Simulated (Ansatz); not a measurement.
# Ti6H: the cost of one run

Program: Ansatz 0.2.0. Level of theory: DFT PBE, scalar-relativistic, plane waves, PAW. These are calculated values, not measurements.

9 further runs of the same task are left out: 2 that didn't finish, 7 set aside as unsound or not needed.

### Step 1. The starting structure

Symmetry: Pm, No. 6, monoclinic system. Conventional cell: a = 4.651 Å, b = 5.877 Å, c = 23.785 Å, α = 90.00°, β = 90.00°, γ = 90.00°. Around Ti (site symmetry m) lie 8 Ti at 2.88 to 2.94 Å. Around Ti (site symmetry 1) lie 10 Ti at 2.88 to 2.94 Å. Ti (site symmetry 1) is surrounded by 12 Ti at 2.85 to 2.94 Å. Ti (site symmetry m) has 12 Ti at 2.83 to 2.94 Å as nearest neighbours. Ti (site symmetry m) is surrounded by 2 H at 2.72 Å and 10 Ti at 2.83 to 2.94 Å. Around Ti (site symmetry m) lie 10 Ti at 2.83 to 2.94 Å. Only part of the 10 independent sites is listed.

Coordinates:

```cif
data_structure
_symmetry_space_group_name_H-M 'Pm'
_symmetry_Int_Tables_number 6
_cell_length_a 4.6506
_cell_length_b 5.8769
_cell_length_c 23.7848
_cell_angle_alpha 90.000
_cell_angle_beta 90.000
_cell_angle_gamma 90.000
_cell_volume 650.07
loop_
_atom_site_label
_atom_site_type_symbol
_atom_site_symmetry_multiplicity
_atom_site_Wyckoff_symbol
_atom_site_fract_x
_atom_site_fract_y
_atom_site_fract_z
_atom_site_occupancy
Ti1 Ti 1 a 0.25000 0.00000 0.83183 1
Ti2 Ti 1 b 0.25000 0.50000 0.83183 1
Ti3 Ti 2 c 0.75000 0.75000 0.79616 1
Ti4 Ti 2 c 0.25000 0.75000 0.72483 1
Ti5 Ti 1 a 0.75000 0.00000 0.69024 1
Ti6 Ti 1 b 0.75000 0.50000 0.69024 1
Ti7 Ti 1 a 0.25000 0.00000 0.62229 1
Ti8 Ti 1 b 0.25000 0.50000 0.62229 1
Ti9 Ti 2 c 0.75000 0.75000 0.58861 1
H1 H 2 c 0.91667 0.05530 0.52933 1
```

This is the geometry of the first run shown, built on a cell relaxed beforehand with the same method.

### Step 2. Plan of the line

Atoms count from 1 in the order of the input.

H2 lies flat over one site of a rigid substrate while its bond length and height are varied.

- distance H13-H14: 8 values from 0.650 to 2.650 Å
- height of the H2 axis above the plane of Ti11: 9 values from 0.45 to 3.60 Å

Nothing else is relaxed. Points are written as (first, second).

### Step 3. Grid point (0.650 Å, 1.41 Å)

The cell repeats along c, and a dipole correction in the vacuum removes the field between the copies.

File input.yaml:

```yaml
crystal:
  lattice:
    - [5.8769161223, 0.0, 0.0]
    - [0.0, 4.6506340147, 0.0]
    - [0.0, 0.0, 23.7847847679]
  atoms:
    - { symbol: Ti, position: [0.0, 0.75, 0.1681747402] }
    - { symbol: Ti, position: [0.5, 0.75, 0.1681747402] }
    - { symbol: Ti, position: [0.25, 0.25, 0.2038387071] }
    - { symbol: Ti, position: [0.75, 0.25, 0.2038387071] }
    - { symbol: Ti, position: [0.25, 0.75, 0.2751666409] }
    - { symbol: Ti, position: [0.75, 0.75, 0.2751666409] }
    - { symbol: Ti, position: [0.0, 0.25, 0.3097550702] }
    - { symbol: Ti, position: [0.5, 0.25, 0.3097550702] }
    - { symbol: Ti, position: [0.0, 0.75, 0.3777137495] }
    - { symbol: Ti, position: [0.5, 0.75, 0.3777137495] }
    - { symbol: Ti, position: [0.25, 0.25, 0.4113884092] }
    - { symbol: Ti, position: [0.75, 0.25, 0.4113884092] }
    - { symbol: H, position: [-0.0553011126, 0.0833333333, 0.4706700051] }
    - { symbol: H, position: [0.0553011126, 0.0833333333, 0.4706700051] }
basis:
  ecutwfc: 420
kpoints:
  mp_grid: { grid: [5, 6, 1] }
hamiltonian:
  xc: pbe
scf:
  occupations: { method: gaussian, width: 0.1 }
output:
  forces: true
  eigenvalues: true
efield:
  axis: 3
  dipole_correction: true
  ramp_width: 0.04
```

Launch:

```
ansatz run input.yaml --threads 4 --pin off --max-ram 12288MiB --backend cpu --events-out ev --progress --plain --runs-dir out
```

What time and memory should one allow on 4 threads of Arm Neoverse V1, shared host?

About 19 s, with a peak of 1.5 GiB.
